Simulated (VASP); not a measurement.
Crystal: NiO.

```
Ni O
1.0
     0.00000    2.08590    2.08590
     2.08590    0.00000    2.08590
     2.08590    2.08590    0.00000
Ni O
1 1
Direct
  0.00000 0.00000 0.00000
  0.50000 0.50000 0.50000
```

| Quantity | Value |
| --- | --- |
| Program | VASP 6.6.1 |
| Task | relaxation of cell and atoms |
| Functional | PBEsol |
| Dispersion | D3(BJ) |
| Potentials or basis | VASP PAW PBE potentials, release 64 (Ni, O) |
| Cutoff | 600 eV |
| k mesh | 11 × 11 × 11 |
| Occupations | fermi-dirac, width 0.05 eV |
| Spin | collinear spin, ferromagnetic start |
| Starting moments | [1.0, 0.0] μB |

At the start: pressure -10.4 GPa; volume 9.08 Å³/atom.

Problem. Where does the relaxation end?

Solution. Over 3 steps the energy falls by 14.8 meV/atom and the volume is 8.63 Å³/atom (-5.0 %); space group Fm-3m (No. 225, to 0.05 Å); moment 1.20 μB per cell.

Step by step:
```
step  energy change (eV)  largest force (eV/Å)  pressure (GPa)  volume (Å³)
   1              0.0000                0.0000          -10.42        18.15
   2             -0.0161                0.0000            7.22        16.64
   3             -0.0296                0.0000            0.05        17.25
```

Final structure:
```
Ni O
1.0
     0.00000    2.05080    2.05080
     2.05080    0.00000    2.05080
     2.05080    2.05080    0.00000
Ni O
1 1
Direct
  0.00000 0.00000 0.00000
  0.50000 0.50000 0.50000
```

Caveat: the PAW data sets were made with another functional, which shifts forces and pressure a little; a cell with one magnetic atom can't hold antiferromagnetic order, which such compounds often take; pairwise dispersion overbinds metals, which lowers pressure and volume.
